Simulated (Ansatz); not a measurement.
PbSe (Clausthalite) in Ansatz: the effect of functional

The system is PbSe (Clausthalite).

```
Pb Se
1.0
     0.00000    3.06065    3.06065
     3.06065    0.00000    3.06065
     3.06065    3.06065    0.00000
Pb Se
1 1
Direct
  0.00000 0.00000 0.00000
  0.50000 0.50000 0.50000
```

Alike in all runs:

```yaml
Program: Ansatz 0.2.0
Task: single point
Potentials_or_basis: all-electron PAW datasets made for the crystal
k_mesh: 4 × 4 × 4
Occupations: fermi-dirac, width 0.05 eV
Spin: no spin polarisation
```

| functional | cutoff | gap on the mesh (eV) | pressure (GPa) |
| --- | --- | --- | --- |
| PBE | 240 eV (chosen from the basis error) | ? | ? |
| HSE06 | 270 eV (chosen from the basis error) | 0.69 | 1.4 |
| PBE0 | 270 eV (chosen from the basis error) | 1.28 | 1.4 |

**Question.** What does the run with functional PBE give?

**Answer.** gap on the mesh 0.29 eV; pressure 2.4 GPa.

Caveats: all runs use coarse meshes; spin-orbit coupling is left out, which as a rule narrows the gap of such compounds by several tenths of an eV.

A k mesh can miss the band edges.
